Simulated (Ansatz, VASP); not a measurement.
Two plane-wave programs on B

Contents of INCAR:

```
SYSTEM = B
PREC = Accurate ; ENCUT = 520
EDIFF = 1E-6 ; ISMEAR = -1
SIGMA = 0.1 ; LREAL = .FALSE.
LASPH = .TRUE. ; NELM = 60
ALGO = Fast ; ISIF = 2
LWAVE = .FALSE. ; LCHARG = .FALSE.
GGA = CA ; NBANDS = 10
```

Contents of KPOINTS:

```
Automatic mesh
0
G
  24 24 5
  0 0 0
```

POSCAR

```
B
1.0
    1.7403165318      0.0000000000      0.0000000000
   -0.8701582659      1.5071583272      0.0000000000
    0.0000000000      0.0000000000      7.1143376346
B
2
Direct
    0.3333333333      0.6666666667      0.2500000000
    0.6666666667      0.3333333333      0.7500000000
```

Input for Ansatz:

```yaml
crystal:
  lattice:
    - [1.7403165318, 0.0, 0.0]
    - [-0.8701582659, 1.5071583272, 0.0]
    - [0.0, 0.0, 7.1143376346]
  atoms:
    - { symbol: B, position: [0.3333333333, 0.6666666667, 0.25] }
    - { symbol: B, position: [0.6666666667, 0.3333333333, 0.75] }
hamiltonian:
  xc: lda
  pseudopotentials:
    kind: paw
    azcp:
      B: "pseudopotentials/B.paw.azcp"
basis:
  ecutwfc: 420
  fft_grid_basis: typed
kpoints:
  mp_grid: { grid: [24, 24, 5], shift: [0, 0, 0] }
magnetization:
  spin_polarized: false
scf:
  occupations: { method: fermi_dirac, width: 0.1 }
  lower_state_search: "off"
output:
  stress: true
```

Alike in both runs: task single point; functional LDA; k mesh 24 × 24 × 5; occupations fermi-dirac, width 0.1 eV; no spin polarisation.

|  | VASP | Ansatz |
| --- | --- | --- |
| version | VASP 6.6.1 | Ansatz 0.2.0 |
| potentials or method | VASP PAW LDA potentials, release 64 (B) | plane waves (420 eV) with PAW, scalar-relativistic |
| plane-wave cutoff (eV) | 520 | 420 |
| valence electrons in the cell | 6 | 6 |

VASP gave:

- pressure (GPa): -13.8
- largest component of the traceless stress (GPa): 12.65

**Question.** What did Ansatz give for the same quantities?

**Answer.** Pressure (GPa): -13.8; largest component of the traceless stress (GPa): 12.83.

Ansatz warned: «pseudo_functional_mismatch».
